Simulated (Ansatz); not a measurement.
# CoSi₂: a line through a two-coordinate scan

One table from this session's results is given with a row withheld; the runs are named, their logs left out.

Method: DFT PBE, scalar-relativistic, plane waves, PAW, in Ansatz 0.2.0.

1 further run of the same task is left out (for a known fault of the program). Runs told in other sessions of the task aren't counted.

### The starting structure

Symmetry: Fm-3m, No. 225, cubic system. Conventional cell: a = 5.360 Å, b = 5.360 Å, c = 5.360 Å, α = 90.00°, β = 90.00°, γ = 90.00°. Co (site symmetry m-3m) is surrounded by 8 Si at 2.32 Å. Around Si (site symmetry -43m) lie 4 Co at 2.32 Å.

As a file:

```cif
data_structure
_symmetry_space_group_name_H-M 'P 1'
_symmetry_Int_Tables_number 1
_cell_length_a 3.7903
_cell_length_b 3.7903
_cell_length_c 3.7903
_cell_angle_alpha 60.000
_cell_angle_beta 60.000
_cell_angle_gamma 60.000
_cell_volume 38.51
loop_
_atom_site_label
_atom_site_type_symbol
_atom_site_fract_x
_atom_site_fract_y
_atom_site_fract_z
_atom_site_occupancy
Co1 Co 0.00000 0.00000 0.00000 1
Si1 Si 0.25000 0.25000 0.25000 1
Si2 Si 0.75000 0.75000 0.75000 1
```

It is the result of an earlier relaxation at this level (volume 12.84 Å³/atom; gap on the mesh: none (metal)).

### What is varied

The energy is mapped over a normal mode and a strain (zone-centre modes of the cell shown) (x along [1 0 0], y along [0 1 0], z along [0 0 1] of the conventional cell).

The axes are (1) amplitude of mode 6 (328 cm⁻¹), largest displacement in the unstrained cell: 9 values from −0.164 Å; (2) strain +e along z and -e/2 along x and y: 7 values from −7.00 %.

Nothing else is relaxed (the pattern is fixed in fractional coordinates). Energies count from the relaxed high-symmetry cell. Points are written as (first, second).

The modes come from a phonon run on the reference cell, made beforehand.

The patterns, per unit of each coordinate (Å):

```
atom     x1     y1      z1
 Co1  0.000  0.000   0.000
 Si2  0.000  0.000   1.000
 Si3  0.000  0.000  -1.000
```

Set-up of the first run:

input.yaml reads:

```yaml
crystal:
  lattice:
    - [0.0, 2.7739825456, 2.4925640265]
    - [2.7739825456, 0.0, 2.4925640265]
    - [2.7739825456, 2.7739825456, 0.0]
  atoms:
    - { symbol: Co, position: [0.0, 0.0, 0.0] }
    - { symbol: Si, position: [0.2347024993, 0.2347024993, 0.2652975007] }
    - { symbol: Si, position: [0.7652975007, 0.7652975007, 0.7347024993] }
basis:
  ecutwfc: 520.0
kpoints:
  mp_grid: { grid: [12, 12, 12] }
hamiltonian:
  xc: pbe
  pseudopotentials: { kind: paw, azcp: { folder: soft_1 } }
scf:
  occupations: { method: gaussian, width: 0.15 }
output:
  forces: true
  stress: true
  eigenvalues: true
  write_density: true
  write_potential: true
  elf: true
  volumetric_format: npy
```

On the command line:

```console
$ ansatz run input.yaml --threads 2 --pin off --max-ram 4096MiB --backend cpu --events-out ev --progress --plain --runs-dir out
```

Among the steps run: The run at (−0.082 Å, −7.00 %); Grid point (−0.082 Å, −4.67 %); Point (−0.082 Å, −2.33 %); Grid point (−0.082 Å, 0.00 %); Point (−0.082 Å, 2.33 %); The run at (−0.082 Å, 4.67 %); Grid point (−0.082 Å, 7.00 %).

One of the session's tables, all rows but one given; the rest of the session is left out.

| strain +e along z and -e/2 along x and y (%) | energy (meV) | slope (meV per %) | pressure (GPa) | largest force on an atom (eV/Å) |
| --- | --- | --- | --- | --- |
| −7.00 | 217 | −42 | 3.04 | 1.55 |
| −4.67 | 139 | −26 | 1.98 | 1.28 |
| −2.33 | ? | ? | ? | ? |
| 0.00 | 76 | −3 | 1.08 | 0.94 |
| 2.33 | 78 | 5 | 1.12 | 0.84 |
| 4.67 | 97 | 12 | 1.46 | 0.78 |
| 7.00 | 133 | 19 | 2.07 | 0.75 |

Estimate the missing values for strain +e along z and -e/2 along x and y (%) = −2.33.

Worked estimate for «energy (meV)». A straight line through the neighbours (−4.67, 139) and (0.00, 76) gives 139 + (76 − 139) × (−2.33 − −4.67) / (0.00 − −4.67) = 107; a parabola fitted to 4 rows on both sides gives 94.

The run gave: energy (meV): 95; slope (meV per %): −13; pressure (GPa): 1.35; largest force on an atom (eV/Å): 1.08. In «energy (meV)» the line misses by +12 and the parabola by -1.

Energies count from the relaxed high-symmetry cell. Slopes come from the forces (and the stress, where the cell changes), not from differences of energies.

With the other coordinates free, the energies away from the reference would be the same or lower. Spin polarisation is off in the runs that give these values; a magnetic solution could lie lower.
